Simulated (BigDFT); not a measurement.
## Na under changes of volume

One of the cells (39.256 Å³/atom); the others are scaled copies at fixed shape and fractional positions:

```
Na
1.0
     4.28200    0.00000    0.00000
     0.00000    4.28200    0.00000
     0.00000    0.00000    4.28200
Na
2
Direct
  0.00000 0.00000 0.00000
  0.50000 0.50000 0.50000
```

```yaml
Program: BigDFT 1.9.6
Functional: PBE
Potentials_or_basis: UZH-GTH-PBE (Na q1)
Grid_spacing: 0.50599 bohr
k_mesh: 6 × 6 × 6
Occupations: fermi-dirac, width 0.05 eV
Spin: no spin polarisation
```

```tsv
volume (Å³/atom)	energy over the lowest point (meV/atom)	pressure (GPa)
36.901	?	?
37.686	0.00	0.1
38.471	0.12	-0.1
39.256	0.92	-0.2
40.041	2.36	-0.3
40.827	4.36	-0.5
41.612	6.89	-0.6
```

Question: What does the run at 36.901 Å³/atom give?

Answer: Energy over the lowest point 0.64 meV/atom; pressure 0.2 GPa.

Worked out: A Birch-Murnaghan fit of order 3 (a polynomial in V^(-2/3)) to the other rows has its minimum at 37.95 Å³/atom with B0 = V·E''(V) = 7.2 GPa and B' = 3.4. It gives 0.64 meV/atom at 36.901 Å³/atom, against the run's 0.64, and -dE/dV = 0.2 GPa, against 0.2.

Energies are extrapolated to zero smearing.
